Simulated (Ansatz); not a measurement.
# Rh (P6_3/mmc) in Ansatz: equation of state

How stiff is Rh in PBEsol, and what volume does it want? The cell is scaled to several volumes.

Program: Ansatz 0.2.0. These are calculated values, not measurements. Logs are shortened: lines on timing, memory, paths and dates and some standing lists are left out, and cuts for length are marked.

## (1) The structure

It takes space group P6_3/mmc (No. 194, hexagonal). Conventional cell: a = 2.731 Å, b = 2.731 Å, c = 4.428 Å, α = 90.00°, β = 90.00°, γ = 120.00°. Rh (site symmetry -6m2) has 12 Rh at 2.72 to 2.73 Å as nearest neighbours.

This isn't the form of Rh at room conditions, which is fcc.

## (2) Single point, PBEsol, 13.44 Å³/atom (volume scaled by 0.94)

input.yaml

```yaml
crystal:
  lattice:
    - [2.6752291329, 0.0, 0.0]
    - [-1.3376145665, 2.3168163901, 0.0]
    - [0.0, 0.0, 4.338086307]
  atoms:
    - { symbol: Rh, position: [0.3333333333, 0.6666666667, 0.25] }
    - { symbol: Rh, position: [0.6666666667, 0.3333333333, 0.75] }
hamiltonian:
  xc: pbesol
  pseudopotentials: { kind: paw }
kpoints:
  mp_grid: { grid: [11, 11, 6] }
scf:
  occupations: { method: fermi_dirac, width: 0.05 }
output:
  forces: true
  stress: true
  eigenvalues: true
```

Potentials or basis: Ansatz PAW.

Command:

```sh
$ ansatz run input.yaml --threads 2 --pin off --max-ram 5632MiB --backend cpu --events-out ev --progress --plain --runs-dir out
```

What it wrote:

```text
Warning: RAYON_NUM_THREADS=2 ignored (pool sized by the plan → 2); use --threads N
Engine: ansatz 0.2.0, aarch64-unknown-linux-gnu
Pseudopotentials: kind: paw
Pseudopotential: Rh, paw, valence charge 17, recommended cutoff 420 eV (normal), Rh.paw.azcp
Functional definition: PBEsol
  exchange = pbesol_x
  correlation = pbesol_c
Crystal: 2 atoms, lattice volume = 26.888 Å³
Basis set: ecut = 420 eV, 549 PW (Γ), exchange–correlation on 36×36×60 points (8 copies of the dense FFT grid, shifted against one another)
Bands: 21, of which v1, the nominal top of the filled ones, is band 17 counted from 1 (16 counted from 0)
Symmetry: 24 space group operations
Space group: P63/mmc (ITA 194), of the structure as read, at distance tolerance 3.0e-5 Å
k-points: 64 of 726
Non-local potential: Rh, projectors of the file, l = 0: 3, l = 1: 2, l = 2: 2, l = 3: 1
PAW form: soft (Blöchl's): semilocal exchange-correlation on the pseudo side does not see the compensation charge
PAW frozen core: Rh, regenerated for the run's functional, and the local potential with it (the file was generated under x = pbe(κ = 0.804, μ = 0.2195149727645171), c = pbe(β = 0.06672455060314922))
PAW one-centre angular grid: Rh, 590 points (default); XC on 64 Gauss nodes
Initial density: superposition of atomic densities (neutral atoms: chi_scale 0, normalization atom), corrected by the library's trained network
Initial wavefunctions: pseudopotential atomic-orbital guess
Functional: x = pbesol(κ = 0.804, μ = 0.12345679012345678), c = pbesol(β = 0.046)
SCF iter   1: F=—  HF=-12677.421547 eV  |F-HF|=—  |Δ(HF+E_count)|=         —  Δρ=1.32e-2  dr2=2.72e-2  ethr=1.77e-3  ⟨swp⟩=4.9  Hψ=5358  notcnv=0
preconditioner: auto → none  [metal: Δε(μ)=0.016 eV  Ē_g=7.795 eV  σ=0.050 eV  W_gap=0.08  n_scr=8 (ndim 8)  ℏωp=30.4 eV  f_vac=0.000  D(μ)=3.34/eV (n_scr^D=42)  sad-step TF]
SCF iter   2: F=—  HF=-12677.417766 eV  |F-HF|=—  |Δ(HF+E_count)|=   3.78e-3  Δρ=6.85e-3  dr2=7.34e-3  ethr=8.01e-5  ⟨swp⟩=2.3  Hψ=2342  notcnv=0
SCF iter   3: F=—  HF=-12677.415654 eV  |F-HF|=—  |Δ(HF+E_count)|=   2.11e-3  Δρ=4.40e-4  dr2=1.84e-5  ethr=2.16e-5  ⟨swp⟩=2.0  Hψ=1962  notcnv=0
SCF iter   4: F=—  HF=-12677.415666 eV  |F-HF|=—  |Δ(HF+E_count)|=   1.22e-5  Δρ=8.36e-5  dr2=4.60e-7  ethr=5.40e-8  ⟨swp⟩=2.3  Hψ=2175  notcnv=0
iter 5 did not close the SCF: its close was put off for the readings that it lacked (scf_convergence_deferred on its scf_iter line)
SCF iter   5: F=-12677.415666 eV  HF=-12677.415666 eV  |F-HF|=2.48e-8  |Δ(HF+E_count)|=   1.25e-8  Δρ=2.05e-5  dr2=4.04e-8  ethr=1.35e-9  ⟨swp⟩=2.5  Hψ=2535  notcnv=0
SCF iter   6: F=-12677.415666 eV  HF=-12677.415666 eV  |F-HF|=6.88e-10  |Δ(HF+E_count)|=   1.20e-8  Δρ=3.76e-6  dr2=1.33e-9  ethr=1.19e-10  ⟨swp⟩=1.9  Hψ=4708  notcnv=0
SCF 1 converged in 6 iterations: F = -12677.415666 eV  dr2 = 1.33e-9
SCF converged after 6 iterations
Free energy (F): -12677.415666 eV
Harris-Foulkes:  -12677.415666 eV  (|F-HF|=6.88e-10)
Internal energy: -12677.388471 eV  (E = F + TS)
E sigma→0 (E₀):  -12677.402069 eV
Entropy (-TS):   -0.027195 eV (-13.598 meV/atom)
Fermi energy:    22.989170 eV
--- Per-component energies (eV) ---
  E_band       = -155.192001
  E_kinetic    = 1148.080499
  E_local      = -3073.165606  (includes V_loc(G=0)·N_el)
  E_nonlocal   = 712.783333
  E_hartree    = 1078.595387
  E_xc         = -441.831688
  E_vxc        = -556.743578  (∫ρ·V_xc dr)
  E_paw        = -7047.719512  (= ΣΔE_a)
  E_vpaw       = -543.340158  (= ΣTr[D̂ρ^β])
  E_aug_tail   = 0.001601  (compensation charges beyond the density's cutoff)
  E_ewald      = -5054.684885
  E_core_change = 0.552399  (= ΣΔE_core)
  E_smearing   = -0.027195  (= −TS)
  E_closure    = -0.000000  (closes the sum)
  Σ components = -12677.415666   (vs F -12677.415666, Δ=0.00e0)
--- Forces (eV/Å), atoms counted from 1 ---
  atom   1  Rh     0.00000000    -0.00000000     0.00000000
  atom   2  Rh    -0.00000000     0.00000000     0.00000000
  max |Σ_I F_I| component: 4.63e-18 eV/Å
--- Stress (GPa, compression-positive) ---
        2.853015      -0.000000       0.000000
       -0.000000       2.853015       0.000000
        0.000000       0.000000       1.724522
  P = ⅓ Tr σ = 2.4769 GPa (24.769 kbar)
--- Band table (eV; the first three rows and the last of 64) ---
  k-point 0: bands = ["-55.9666", "-55.8374", "-24.2438", "-23.5364", "-23.5364", "-23.4318", "-23.4221", "-23.4221", "14.6731", "16.5392", "19.7378", "19.8279", "19.8279", "20.3723", "20.3723", "21.0249", "21.0249", "23.1435", "23.1435", "23.5801", "31.7545"]
  k-point 1: bands = ["-55.9580", "-55.8462", "-24.1912", "-23.5288", "-23.5288", "-23.4881", "-23.4298", "-23.4298", "14.9598", "16.6145", "19.6268", "19.7235", "19.7235", "20.2432", "20.2432", "21.3227", "21.3227", "22.6073", "23.1229", "23.1229", "33.0669"]
  k-point 2: bands = ["-55.9345", "-55.8700", "-24.0463", "-23.6405", "-23.5079", "-23.5079", "-23.4508", "-23.4508", "15.7213", "16.7406", "19.4228", "19.6351", "19.6351", "19.9643", "19.9643", "20.8409", "21.9356", "21.9356", "22.9617", "22.9617", "35.8062"]
  k-point 63: bands = ["-55.8121", "-55.8121", "-24.0819", "-24.0819", "-23.8705", "-23.8705", "-23.5772", "-23.5772", "17.7715", "17.7715", "18.6049", "18.6049", "19.7110", "19.7110", "21.1475", "21.1475", "23.2568", "23.2568", "29.9237", "29.9237", "32.8516"]
```

It took 1.5 s on 2 threads of Arm Neoverse V2, shared host; peak memory 0.29 GiB.

Results:

```yaml
Free_energy: -12677.4157 eV
Pressure: 2.5 GPa
Band_gap_on_the_k_mesh: none (metal or under the smearing width)
```

Caveat: the PAW data sets come from PBE, with cores solved anew for the run's functional, which leaves a small shift of forces and pressure.

## (3) Single point, PBEsol, 13.73 Å³/atom (volume scaled by 0.96)

Edit input.yaml of step 2 so:

```diff
@@ -2,5 +2,5 @@
   lattice:
-    - [2.6752291329, 0.0, 0.0]
-    - [-1.3376145665, 2.3168163901, 0.0]
-    - [0.0, 0.0, 4.338086307]
+    - [2.6940693954, 0.0, 0.0]
+    - [-1.3470346977, 2.3331325361, 0.0]
+    - [0.0, 0.0, 4.3686372171]
   atoms:
@@ -19 +19,5 @@
   eigenvalues: true
+  write_density: true
+  write_potential: true
+  elf: true
+  volumetric_format: npy
```

Potentials or basis: Ansatz PAW.

Command:

```sh
$ ansatz run input.yaml --threads 2 --pin off --max-ram 5632MiB --backend cpu --events-out ev --progress --plain --runs-dir out
```

Wall time 1.3 s (2 threads of Arm Neoverse V2, shared host); peak memory 0.29 GiB.

It converged, with:

| Quantity | Value |
| --- | --- |
| Free energy | -12677.4134 eV |
| Pressure | -3.6 GPa |
| Band gap on the k mesh | none (metal or under the smearing width) |

Caveat: the PAW data sets come from PBE, with cores solved anew for the run's functional, which leaves a small shift of forces and pressure.

## (4) Single point, PBEsol, 14.02 Å³/atom (volume scaled by 0.98)

Edit input.yaml of step 3 so:

```diff
@@ -2,5 +2,5 @@
   lattice:
-    - [2.6940693954, 0.0, 0.0]
-    - [-1.3470346977, 2.3331325361, 0.0]
-    - [0.0, 0.0, 4.3686372171]
+    - [2.7126497715, 0.0, 0.0]
+    - [-1.3563248858, 2.3492236138, 0.0]
+    - [0.0, 0.0, 4.3987667018]
   atoms:
@@ -19,5 +19 @@
   eigenvalues: true
-  write_density: true
-  write_potential: true
-  elf: true
-  volumetric_format: npy
```

Command:

```sh
$ ansatz run input.yaml --threads 2 --pin off --max-ram 5632MiB --backend cpu --events-out ev --progress --plain --runs-dir out
```

Run time: 1.4 s. Hardware: 2 threads of Arm Neoverse V2, shared host; peak memory 0.3 GiB.

Results (log left out):

| Property | Result |
| --- | --- |
| Free energy | -12677.3907 eV |
| Pressure | -9.0 GPa |
| Band gap on the k mesh | none (metal or under the smearing width) |

Caveat: the PAW data sets come from PBE, with cores solved anew for the run's functional, which leaves a small shift of forces and pressure.

## (5) Single point, PBEsol, 14.30 Å³/atom

Edit input.yaml of step 4 so:

```diff
@@ -2,5 +2,5 @@
   lattice:
-    - [2.7126497715, 0.0, 0.0]
-    - [-1.3563248858, 2.3492236138, 0.0]
-    - [0.0, 0.0, 4.3987667018]
+    - [2.7309790422, 0.0, 0.0]
+    - [-1.3654895211, 2.3650972278, 0.0]
+    - [0.0, 0.0, 4.428489]
   atoms:
```

Command:

```sh
$ ansatz run input.yaml --threads 2 --pin off --max-ram 5632MiB --backend cpu --events-out ev --progress --plain --runs-dir out
```

It took 1.3 s on 2 threads of Arm Neoverse V2, shared host; peak memory 0.3 GiB.

The run converged. Its results:

| Item | Value |
| --- | --- |
| Free energy | -12677.3501 eV |
| Pressure | -13.7 GPa |
| Band gap on the k mesh | none (metal or under the smearing width) |

Caveat: the PAW data sets come from PBE, with cores solved anew for the run's functional, which leaves a small shift of forces and pressure.

## (6) Single point, PBEsol, 14.59 Å³/atom (volume scaled by 1.02)

Edit input.yaml of step 5 so:

```diff
@@ -2,5 +2,5 @@
   lattice:
-    - [2.7309790422, 0.0, 0.0]
-    - [-1.3654895211, 2.3650972278, 0.0]
-    - [0.0, 0.0, 4.428489]
+    - [2.7490655232, 0.0, 0.0]
+    - [-1.3745327616, 2.3807605798, 0.0]
+    - [0.0, 0.0, 4.4578175964]
   atoms:
@@ -19 +19,5 @@
   eigenvalues: true
+  write_density: true
+  write_potential: true
+  elf: true
+  volumetric_format: npy
```

Potentials or basis: Ansatz PAW.

Command:

```sh
$ ansatz run input.yaml --threads 2 --pin off --max-ram 5632MiB --backend cpu --events-out ev --progress --plain --runs-dir out
```

Wall time 1.4 s (2 threads of Arm Neoverse V2, shared host); peak memory 0.3 GiB.

Results (log left out):

```yaml
Free_energy: -12677.2938 eV
Pressure: -17.8 GPa
Band_gap_on_the_k_mesh: none (metal or under the smearing width)
```

Caveat: the PAW data sets come from PBE, with cores solved anew for the run's functional, which leaves a small shift of forces and pressure.

## (7) Single point, PBEsol, 14.87 Å³/atom (volume scaled by 1.04)

Edit input.yaml of step 6 so:

```diff
@@ -2,5 +2,5 @@
   lattice:
-    - [2.7490655232, 0.0, 0.0]
-    - [-1.3745327616, 2.3807605798, 0.0]
-    - [0.0, 0.0, 4.4578175964]
+    - [2.7669170982, 0.0, 0.0]
+    - [-1.3834585491, 2.3962204973, 0.0]
+    - [0.0, 0.0, 4.4867652751]
   atoms:
@@ -19,5 +19 @@
   eigenvalues: true
-  write_density: true
-  write_potential: true
-  elf: true
-  volumetric_format: npy
```

Command:

```sh
$ ansatz run input.yaml --threads 2 --pin off --max-ram 5632MiB --backend cpu --events-out ev --progress --plain --runs-dir out
```

Wall time 1.1 s (2 threads of Arm Neoverse V2, shared host); peak memory 0.3 GiB.

Results (log left out):

```
Free energy            : -12677.2238 eV
Pressure               : -21.4 GPa
Band gap on the k mesh : none (metal or under the smearing width)
```

Caveat: the PAW data sets come from PBE, with cores solved anew for the run's functional, which leaves a small shift of forces and pressure.

## (8) Single point, PBEsol, 15.16 Å³/atom (volume scaled by 1.06)

Edit input.yaml of step 7 so:

```diff
@@ -2,5 +2,5 @@
   lattice:
-    - [2.7669170982, 0.0, 0.0]
-    - [-1.3834585491, 2.3962204973, 0.0]
-    - [0.0, 0.0, 4.4867652751]
+    - [2.7845412492, 0.0, 0.0]
+    - [-1.3922706246, 2.4114834597, 0.0]
+    - [0.0, 0.0, 4.5153441684]
   atoms:
```

Command:

```sh
$ ansatz run input.yaml --threads 2 --pin off --max-ram 5632MiB --backend cpu --events-out ev --progress --plain --runs-dir out
```

It took 1.1 s on 2 threads of Arm Neoverse V2, shared host; peak memory 0.3 GiB.

Results (log left out):

```yaml
Free_energy: -12677.1417 eV
Pressure: -24.5 GPa
Band_gap_on_the_k_mesh: none (metal or under the smearing width)
```

Caveat: the PAW data sets come from PBE, with cores solved anew for the run's functional, which leaves a small shift of forces and pressure.

## (9) Equation of state, PBEsol

Potentials or basis: Ansatz PAW.

No new run: the results of the series are fitted here.

What came out:

```yaml
Equilibrium_volume: 13.56 Å³/atom
Bulk_modulus_at_fixed_shape_and_positions: 293 GPa
Pressure_derivative_of_the_bulk_modulus: 5.2
```

Energy against volume, from the lowest point:
```csv
volume (Å³/atom),energy (meV/atom)
13.444,0.00
13.730,1.13
14.016,12.48
14.302,32.77
14.588,60.91
14.874,95.94
15.160,136.97
```

Caveat: the cell was scaled at fixed shape and fractional positions, which overstates the stiffness of a crystal with free parameters, most of all of layers and chains.
